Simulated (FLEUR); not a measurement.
# Pb (Fm-3m) in FLEUR: a series of runs

The runs below take Pb through single point, with PBEsol.

All numbers are computed with FLEUR MaX-R8.1 (later development tree); they aren't measurements. Logs are shortened: lines on timing, memory, paths and dates and some standing lists are left out, and cuts for length are marked.

### Step 1. The structure

The structure is cubic, space group Fm-3m (No. 225). The conventional cell has a = 4.950 Å, b = 4.950 Å, c = 4.950 Å, α = 90.00°, β = 90.00°, γ = 90.00°. Pb (site symmetry m-3m) is surrounded by 12 Pb at 3.50 Å.

### Step 2. Single point, PBEsol

Input file inp.xml:

```xml
<?xml version="1.0" encoding="UTF-8" standalone="no"?>
<fleurInput fleurInputVersion="0.39">
   <comment>
      Pb                                                                                                  
   </comment>
   <calculationSetup>
      <cutoffs Kmax="4.1" Gmax="12.7" GmaxXC="12.7" numbands="0"/>
      <scfLoop itmax="60" minDistance="0.00001" maxIterBroyd="15" imix="Anderson" alpha="0.05" precondParam="0.0" spinf="2.0" sdNocoIR="T"/>
      <coreElectrons ctail="T" frcor="F" kcrel="0" coretail_lmax="0"/>
      <xcFunctional name="PBEs" relativisticCorrections="F"/>
      <magnetism jspins="1"/>
      <soc l_soc="F" theta="0.0" phi="0.0" spav="F"/>
      <expertModes spex="0" secvar="F"/>
      <geometryOptimization l_f="T" forcealpha="1.0" forcemix="BFGS" epsdisp="0.0005" epsforce="0.0002"/>
      <ldaU l_linMix="F" mixParam="0.05" spinf="1.0"/>
   </calculationSetup>
   <cell>
      <bzIntegration valenceElectrons="20.0" mode="hist" fermiSmearingEnergy="0.00183747">
         <kPointListSelection listName="default-1"/>
         <!-- k-points included here -->
         <xi:include xmlns:xi="http://www.w3.org/2001/XInclude" href="kpts.xml"> </xi:include>
      </bzIntegration>
      <!-- symmetry operations included here -->
      <xi:include xmlns:xi="http://www.w3.org/2001/XInclude" href="sym.xml"> </xi:include>
      <bulkLattice scale="1.0">
         <bravaisMatrix>
            <row-1>    0.0000000000000000     4.6771099529074922     4.6771099529074922</row-1>
            <row-2>    4.6771099529074922     0.0000000000000000     4.6771099529074922</row-2>
            <row-3>    4.6771099529074922     4.6771099529074922     0.0000000000000000</row-3>
         </bravaisMatrix>
      </bulkLattice>
   </cell>
   <atomSpecies>
      <species name="Lead (Pb)" element="Pb" atomicNumber="82">
         <mtSphere radius="2.66" gridPoints="879" logIncrement="0.015"/>
         <atomicCutoffs lmax="10" lnonsphr="10"/>
         <electronConfig flipSpins="F">
            <coreConfig>(1s1/2) (2s1/2) (2p1/2) (2p3/2) (3s1/2) (3p1/2) (3p3/2) (4s1/2) (3d3/2) (3d5/2) (4p1/2) (4p3/2) (4d3/2) (4d5/2) (4f5/2) (4f7/2) (5s1/2)</coreConfig>
            <valenceConfig>(5p1/2) (5p3/2) (6s1/2) (5d3/2) (5d5/2) (6p1/2) (6p3/2)</valenceConfig>
            <stateOccupation state="(6p1/2)" spinUp="0.333333" spinDown="0.333333"/>
            <stateOccupation state="(6p3/2)" spinUp="0.666667" spinDown="0.666667"/>
         </electronConfig>
         <energyParameters s="6" p="6" d="5" f="5"/>
         <lo type="SCLO" l="1" n="5" eDeriv="0"/>
         <lo type="SCLO" l="1" n="5" eDeriv="1"/>
         <lo type="SCLO" l="0" n="6" eDeriv="2"/>
         <lo type="SCLO" l="2" n="5" eDeriv="2"/>
         <lo type="SCLO" l="3" n="5" eDeriv="2"/>
      </species>
   </atomSpecies>
   <atomGroups>
      <atomGroup species="Lead (Pb)">
         <relPos label="                   1">.0000000000 .0000000000 .0000000000</relPos>
         <force calculate="T" relaxXYZ="TTT"/>
      </atomGroup>
   </atomGroups>
   <output dos="F" band="F" slice="F">
      <checks vchk="F" cdinf="F"/>
      <bandDOS minEnergy="-.5*Htr" maxEnergy="0.5*Htr" sigma="0.015" storeEVData="T"/>
      <vacuumDOS vacdos="F" integ="F" star="F" nstars="0" locx1="0.0" locy1="0.0" locx2="0.0" locy2="0.0" nstm="0" tworkf="0.0"/>
      <unfoldingBand unfoldBand="F" supercellX="1" supercellY="1" supercellZ="1"/>
      <plotting iplot="0" polar="F">
         <plot TwoD="T" vec1="  1.0  0.0  0.0" vec2="  0.0  1.0  0.0" vec3="  0.0  0.0  1.0" zero="  0.0  0.0  0.0" file="plot"/>
      </plotting>
      <chargeDensitySlicing numkpt="0" minEigenval="0.0" maxEigenval="0.0" nnne="0" pallst="F"/>
      <specialOutput eonly="F"/>
      <moessbauerParams electricFieldGradient="T" isomerShift="T" coreHyperfine="T" valenceHyperfine="T"/>
      <magneticCircularDichroism mcd="F" energyLo="-10.0" energyUp="0.0"/>
   </output>
  <!-- We include the file relax.xml here to enable relaxations (see documentation) -->
  <xi:include xmlns:xi="http://www.w3.org/2001/XInclude" href="relax.xml"> <xi:fallback/> </xi:include>
</fleurInput>
```

Input file crystal.txt:

```
Pb
&input cartesian=F /
0.0000000000  2.4750200000  2.4750200000
2.4750200000  0.0000000000  2.4750200000
2.4750200000  2.4750200000  0.0000000000
1.8897261246
1.0 1.0 1.0

1
82 0.0000000000  0.0000000000  0.0000000000

&kpt div1=9 div2=9 div3=9 gamma=T /
```

Potentials or basis: all-electron, FLAPW.

Command:

```console
> inpgen -f crystal.txt -profile fastHighL
> # inp.xml edited to the form shown
> fleur_MPI
```

The program printed:

```text
Welcome to FLEUR        (www.flapw.de)
      MaX-Release 8.1          (www.max-centre.eu)

 ========== k-point set info ==========
 Selected k-point list: default-1
 k-point list type: mesh
 9 x 9 x 9
 Number of k points: 35

 ------------Calculation Setup---------------------------
 Number of MPI-tasks      :            1
 Number of PE/node        :            1
 Number of OMP-threads    :            1
 Most efficient MPI parallelization for:
           1           5           7          35
 Additional eigenvalue parallelization possible
 Number of basis functions:          294
 Approximate size of matrices (H+S) per k-point:         0.001 GB
 --------------------------------------------------------
 Iteration:     1   Distance:      11.00472661 me/bohr^3
 Iteration:     2   Distance:      10.35436639 me/bohr^3
 Iteration:     3   Distance:       3.29222463 me/bohr^3
 Iteration:     4   Distance:       0.24142848 me/bohr^3
 Iteration:     5   Distance:       0.24102724 me/bohr^3
 Iteration:     6   Distance:       0.04863389 me/bohr^3
 Iteration:     7   Distance:       0.00353781 me/bohr^3
 Iteration:     8   Distance:       0.00201969 me/bohr^3
 Iteration:     9   Distance:       0.00018059 me/bohr^3
 Iteration:    10   Distance:       0.00011255 me/bohr^3
 Iteration:    11   Distance:       0.00001172 me/bohr^3
 Iteration:    12   Distance:       0.00000133 me/bohr^3

 ********************************************************************
 Run finished successfully
 Stop message:
   Structural relaxation: Done
 ********************************************************************
```

out.xml (last iteration):

```text
<iteration numberForCurrentRun="   13" overallNumber="   13">
         <energyParameters units="Htr">
            <atomicEP atomType="1" spin="1" branch="6s" branchLowest="-4.84" branchHighest="0.60" value="-0.0352765356"/>
            <atomicEP atomType="1" spin="1" branch="6p" branchLowest="-2.70" branchHighest="1.43" value="0.2446689784"/>
            <atomicEP atomType="1" spin="1" branch="5d" branchLowest="-14.29" branchHighest="-0.27" value="-0.2964862452"/>
            <atomicEP atomType="1" spin="1" branch="5f" branchLowest="-4.44" branchHighest="1.89" value="0.5829297570"/>
            <loAtomicEP atomType="1" spin="1" branch="5p" branchLowest="-23.21" branchHighest="-2.70" value="-2.7654671873"/>
            <loAtomicEP atomType="1" spin="1" branch="5p" branchLowest="-23.21" branchHighest="-2.70" value="-2.7654671873"/>
            <loAtomicEP atomType="1" spin="1" branch="6s" branchLowest="-4.84" branchHighest="0.60" value="-0.0352765356"/>
            <loAtomicEP atomType="1" spin="1" branch="5d" branchLowest="-14.29" branchHighest="-0.27" value="-0.3280833328"/>
            <loAtomicEP atomType="1" spin="1" branch="5f" branchLowest="-4.44" branchHighest="1.89" value="0.5829170478"/>
         </energyParameters>
         <eigenvalues>
            <eigenvaluesAt spin="1" ikpt="1" k_x="0.00000000" k_y="0.00000000" k_z="0.00000000">
                      -2.7001418110       -2.7001418110       -2.7001418110       -0.3358177746       -0.3358177746
                      -0.3358177746       -0.3305878680       -0.3305878680       -0.1434112509        0.5617596944
                       0.5617596944        0.5617596944        0.6468955842        0.7050950669        0.7484316914
                       0.7484316914
            </eigenvaluesAt>
            <eigenvaluesAt spin="1" ikpt="2" k_x="0.00000000" k_y="0.00000000" k_z="0.11111111">
                      -2.7001553422       -2.7001440956       -2.7001440956       -0.3358396886       -0.3352046359
                      -0.3352046359       -0.3305896610       -0.3305896610       -0.1346603559        0.4744761466
                       0.5513811600        0.5513811600        0.6327843874        0.7409536910        0.7669724769
                       0.7669724769
            </eigenvaluesAt>
            <eigenvaluesAt spin="1" ikpt="3" k_x="0.00000000" k_y="0.00000000" k_z="0.22222222">
                      -2.7001903781       -2.7001504966       -2.7001504966       -0.3360401117       -0.3344775732
                      -0.3344775732       -0.3297555343       -0.3297555343       -0.1084689975        0.3469151868
                       0.5293130788        0.5293130788        0.6203237467        0.7238793283        0.7524774004
                       0.7524774004
            </eigenvaluesAt>
            <eigenvaluesAt spin="1" ikpt="4" k_x="0.00000000" k_y="0.00000000" k_z="0.33333333">
                      -2.7002299969       -2.7001575711       -2.7001575711       -0.3364759956       -0.3348272009
                      -0.3348272009       -0.3275713717       -0.3275713717       -0.0664335901        0.2322837764
                       0.5082037243        0.5082037243        0.6168526768        0.6764772252        0.7197077705
                       0.7197077705
            </eigenvaluesAt>
         </eigenvalues>
         <bandgap value="0.1131155678" units="eV"/>
         <sumValenceSingleParticleEnergies value="-19.1207568673" units="Htr"/>
         <FermiEnergy value="0.2835208947" units="Htr"/>
         <valenceDensity>
            <mtCharges spin="1">
               <mtCharge atomType="1" total="18.0164755" s="1.4159534" p="6.7680043" d="9.8231484" f="0.0084006"/>
            </mtCharges>
            <spinDependentCharge spin="1" total="20.0000000" interstitial="1.9835245" mtSpheres="18.0164755"/>
            <totalCharge value="20.0000000001"/>
         </valenceDensity>
         <coreStates atomType="     1" atomicNumber=" 82" spin="1" kinEnergy="  24098.8025814803" eigValSum=" -12917.8834963482" lostElectrons=" 0.000046">
            <state n="1" l="0" j="0.5" energy="-3231.7700539197" weight="1.0000000000"/>
            <state n="2" l="0" j="0.5" energy="-577.1949089849" weight="1.0000000000"/>
            <state n="2" l="1" j="0.5" energy="-554.2574793198" weight="1.0000000000"/>
            <state n="2" l="1" j="1.5" energy="-473.8185431286" weight="2.0000000000"/>
            <state n="3" l="0" j="0.5" energy="-138.2060358495" weight="1.0000000000"/>
            <state n="3" l="1" j="0.5" energy="-127.8643992677" weight="1.0000000000"/>
[... 9 lines left out ...]
            <state n="4" l="3" j="3.5" energy="-4.3580614922" weight="4.0000000000"/>
            <state n="5" l="0" j="0.5" energy="-4.8441684436" weight="1.0000000000"/>
         </coreStates>
         <allElectronCharges>
            <spinDependentCharge spin="1" total="82.0000000" interstitial="1.9835702" mtSpheres="80.0164298"/>
            <totalCharge value="82.0000000013"/>
         </allElectronCharges>
         <moessbauerParams unitsHFF="kG" unitsIS="e/bohr^3" unitsEFG="Htr/bohr^2">
            <coreIsomerShift atomType="1" isTotal="2987073.33419">
               <shell n="1" l="0" isomerShift="2453506.67676"/>
               <shell n="2" l="0" isomerShift="378633.75066"/>
               <shell n="2" l="1" isomerShift="30061.12653"/>
               <shell n="3" l="0" isomerShift="87542.05754"/>
               <shell n="3" l="1" isomerShift="7805.67226"/>
               <shell n="4" l="0" isomerShift="22664.87422"/>
               <shell n="3" l="2" isomerShift="0.00327"/>
               <shell n="4" l="1" isomerShift="1996.87929"/>
               <shell n="4" l="2" isomerShift="0.00091"/>
               <shell n="4" l="3" isomerShift="0.00000"/>
               <shell n="5" l="0" isomerShift="4862.29276"/>
            </coreIsomerShift>
            <isomerShift atomType="1" nucleusRadius="0.0001398" averageDensity="2987630.19231"/>
            <electricFieldGradient atomType="1" VXX="0.00000" VYY="0.00000" VZZ="0.00000" asymParam="0.00000">
            </electricFieldGradient>
         </moessbauerParams>
         <totalEnergy                                    value="   -20922.6693194291" units="Htr">
            <sumOfEigenvalues                            value="   -12937.0042532155">
               <coreElectrons value="-12917.8834963482"/>
               <valenceElectrons value="-19.1207568673"/>
            </sumOfEigenvalues>
            <densityCoulombPotentialIntegral value="-36787.5324590033"/>
            <densityEffectivePotentialIntegral value="-37294.2691981145"/>
            <chargeDenXCDenIntegral value="-384.6463157504"/>
            <FockExchangeEnergyValence value="0.0000000000"/>
            <FockExchangeEnergyCore value="0.0000000000"/>
            <atomTypeDependentContributions atomType="1">
               <electronNucleiInteractionDifferentMTs value="26460.7422079388"/>
               <MadelungTerm value="-40.7795111372"/>
            </atomTypeDependentContributions>
            <tkbTimesEntropy value="0.0001135802"/>
            <freeEnergy value="-20922.6694330092"/>
            <extrapolationTo0K value="-20922.6693762192"/>
         </totalEnergy>
         <totalForcesOnRepresentativeAtoms units="Htr/bohr">
            <forceTotal atomType="1" x="0.000000" y="0.000000" z="0.000000" F_x="0.00000000" F_y="0.00000000" F_z="0.00000000"/>
         </totalForcesOnRepresentativeAtoms>
      </iteration>
```

Wall time 25 s (1 thread of Arm Neoverse V1, shared host); peak memory 0.07 GiB.

Results:

```yaml
Free_energy: -569334.8392 eV
Band_gap_on_the_k_mesh: none (metal or under the smearing width)
Valence_electrons_inside_the_program's_atomic_spheres: Pb 18.02 (radii Pb 2.66 bohr)
```

Core levels (eV from the Fermi level):
| atom | levels |
| --- | --- |
| 1 Pb | 1s1/2 -87948.7, 2s1/2 -15714.0, 2p1/2 -15089.8, 2p3/2 -12901.0, 3s1/2 -3768.5, 3p1/2 -3487.1, 3p3/2 -2998.7, 4s1/2 -849.7, 3d3/2 -2536.6, 3d5/2 -2432.6, 4p1/2 -728.0, 4p3/2 -608.4, 4d3/2 -410.2, 4d5/2 -387.9, 4f5/2 -131.3, 4f7/2 -126.3, 5s1/2 -139.5 |

(Part 1 of 2 ends here.)
